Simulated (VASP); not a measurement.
A run of VASP 6.6.1 is set up as follows.

Contents of INCAR:

```
SYSTEM = Zr
ALGO     = Normal         ! electronic algorithm
EDIFF    = 1E-7           ! SCF threshold, eV
EDIFFG   = -0.005         ! ionic threshold
ENCUT    = 300            ! plane-wave cutoff, eV
GGA      = PE             ! functional
IBRION   = 2              ! ionic algorithm
ISIF     = 3              ! what is computed and relaxed
ISMEAR   = 1              ! smearing method
LASPH    = .TRUE.         ! aspherical terms in the spheres
LCHARG   = .FALSE.        ! write CHGCAR
LREAL    = .FALSE.        ! projectors in reciprocal space
LWAVE    = .FALSE.        ! write WAVECAR
NELM     = 80             ! most SCF steps
NSW      = 90             ! ionic steps
PREC     = Accurate       ! precision mode
SIGMA    = 0.1            ! smearing width, eV
```

Contents of KPOINTS:

```
k-points
0
G
  8 8 4
  0 0 0
```

POSCAR

```
Zr                                      
1.0
    3.2336485590      0.0000000000      0.0000000000
   -1.6168242795      2.8004217990      0.0000000000
    0.0000000000      0.0000000000      5.1511337717
  Zr            
     2
Direct
     0.3333333332999970    0.6666666667000030    0.2500000000000000
     0.6666666667000030    0.3333333332999970    0.7500000000000000
```

Potentials or basis: VASP PAW PBE potentials, release 64 (Zr_sv).

Run with:

```console
$ cat potpaw_PBE.64/Zr_sv/POTCAR > POTCAR
$ mpirun -np 1 vasp_std > vasp.out
```

(1) Estimate the band gap on the k mesh.

Results:

(1) none (metal or under the smearing width).

Caveat: the relaxation stopped at its first step, so nothing moved.
